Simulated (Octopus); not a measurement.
Runs of Octopus 16.4 on Nb. The structure is cubic, space group Im-3m (No. 229). The conventional cell has a = 3.328 Å, b = 3.328 Å, c = 3.328 Å, α = 90.00°, β = 90.00°, γ = 90.00°. Around Nb (site symmetry m-3m) lie 8 Nb at 2.88 Å. 

| task | level | potentials or basis | spin | k mesh | smearing | convRelDens | extraStates | grid spacing | gap on the mesh (eV) | V0 of scaled cells (Å³/atom) | B0 (GPa) |
| --- | --- | --- | --- | --- | --- | --- | --- | --- | --- | --- | --- |
| single point | PBEsol | pseudodojo_pbesol (PseudoDojo 0.4, PBEsol) | off | 11 × 11 × 11 | fermi-dirac 0.05 eV | 3e-07 | 7 | 0.131 Å | none | - | - |
| single point | PBE | pseudodojo_pbe (PseudoDojo 0.5, PBE) | off | 11 × 11 × 11 | fermi-dirac 0.05 eV | 3e-07 | 7 | 0.131 Å | none | - | - |
| single point | LDA-PZ | pseudodojo_pbe (PseudoDojo 0.5, PBE) | collinear, ferromagnetic start | 8 × 8 × 8 | methfessel-paxton 0.05 eV | 1e-06 | 8 | 0.152 Å | none | - | - |
| equation of state | PBEsol | pseudodojo_pbesol (PseudoDojo 0.4, PBEsol) | off | 11 × 11 × 11 | fermi-dirac 0.05 eV | 3e-07 | 7 | - | - | 17.58 | 182 |
| equation of state | PBE | pseudodojo_pbe (PseudoDojo 0.5, PBE) | off | 11 × 11 × 11 | fermi-dirac 0.05 eV | 3e-07 | 7 | - | - | 18.20 | (a) |

Alike in all rows: cell as given.

Estimate the missing entries.

(a) 171.

Caveats: the number of grid points is fixed, so the spacing changes with the cell, which shifts volumes and moduli (some runs); the potentials were made for another functional, which shifts forces and pressure (some runs).

A k mesh can miss the band edges, and the runs leave out spin-orbit coupling on Nb.

A gap of «none» marks a metal or a gap under the smearing width.

Not every run made on this cell is shown here.
